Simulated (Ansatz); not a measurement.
## Two states of Mn

```
Mn
1.0
    -0.01071    3.08723    3.13004
     1.57714   -1.57871    1.59476
     1.53163    1.55060   -1.57736
Mn
2
Cartesian
  0.0296 0.0413 0.0204
  1.5969 1.5014 1.5428
```

Level: r2SCAN; 500 eV; 4×7×7 (shifted by 0, 0.5, 0 steps) mesh; gaussian occupations (width 0.0101 eV); Ansatz 0.2.0, fixed geometry.

State A: Mn1 up, Mn2 up (collinear spin). State B: Mn1 up, Mn2 down (collinear spin).

Question: Compare the two self-consistent states.

Answer: State B is lower by 123.8 meV an atom at zero smearing.

| state | free energy (meV/atom) | largest moment in a small sphere (μB) | net moment (μB/cell) | gap on mesh (eV) | pressure (GPa) | largest force (eV/Å) |
| --- | --- | --- | --- | --- | --- | --- |
| A | 123.8 | 3.80 | 7.67 | metal | 4.0 | 0.57 |
| B | 0.0 | 3.77 | 0.01 | metal | -2.1 | 0.38 |

Origin: a strained cell with displaced atoms, so it need not be a known compound. Caveats: the k mesh is coarse if the cell is a metal.
